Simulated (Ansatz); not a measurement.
Runs of Ansatz 0.2.0 on Si2W. The structure is tetragonal, space group I4/mmm (No. 139). Conventional cell: a = 3.214 Å, b = 3.214 Å, c = 7.830 Å, α = 90.00°, β = 90.00°, γ = 90.00°. Around W (site symmetry 4/mmm) lie 10 Si at 2.62 Å. Si (site symmetry 4mm) is surrounded by 5 Si at 2.59 to 2.63 Å and 5 W at 2.62 Å. 

| level | U | cutoff (eV) | hubbard projectors | double counting | gap on the mesh (eV) | pressure (GPa) | relaxed volume (Å³/atom) |
| --- | --- | --- | --- | --- | --- | --- | --- |
| PBEsol+U | W d U = 3 eV | 420 | ortho-atomic (the default) | fll (the default) | none | 0.0 | 13.34 |
| PBEsol+U | W d U = 5 eV | 420 | ortho-atomic (the default) | fll (the default) | none | 0.0 | 13.34 |
| LDA | - | 420 | - | - | none | 0.0 | 13.14 |
| PBEsol+U | W d U = 4 eV | 420 | ortho-atomic (the default) | fll (the default) | none | 0.0 | 13.34 |
| BLYP | - | 420 | - | - | none | 0.0 | (a) |
| PBEsol+U | W d U = 1 eV | 420 | ortho-atomic (the default) | fll (the default) | none | 0.0 | 13.35 |
| PBEsol+U | W d U = 2 eV | 420 | ortho-atomic (the default) | fll (the default) | none | 0.0 | 13.34 |
| PBEsol | - | 420 | - | - | none | 0.0 | (b) |
| r2SCAN | - | 500 | - | - | none | 0.0 | 13.41 |
| PBE | - | 420 | - | - | none | 0.0 | 13.67 |
| RPBE | - | 420 | - | - | none | 0.0 | 13.84 |
| revPBE | - | 420 | - | - | none | 0.0 | (c) |

Alike in all rows: task relaxation of cell and atoms; potentials or basis Ansatz PAW; no spin polarisation; cell relaxed; k mesh 12 × 12 × 12; smearing fermi-dirac 0.05 eV.

Problem. Fill in the values left out.

Solution. (a) 14.29; (b) 13.36; (c) 13.80.

Caveats: the plane-wave basis is chosen anew once the cell has moved, so the energies of steps on either side of that aren't comparable; the PAW data sets come from PBE, with cores solved anew for the run's functional, which leaves a small shift of forces and pressure (some runs); U without spin polarisation on a metal has little footing (some runs); the U is typed as a test and isn't derived for this compound (some runs).

A k mesh can miss the band edges, and the runs leave out spin-orbit coupling on W.

A gap of «none» marks a metal or a gap under the smearing width.
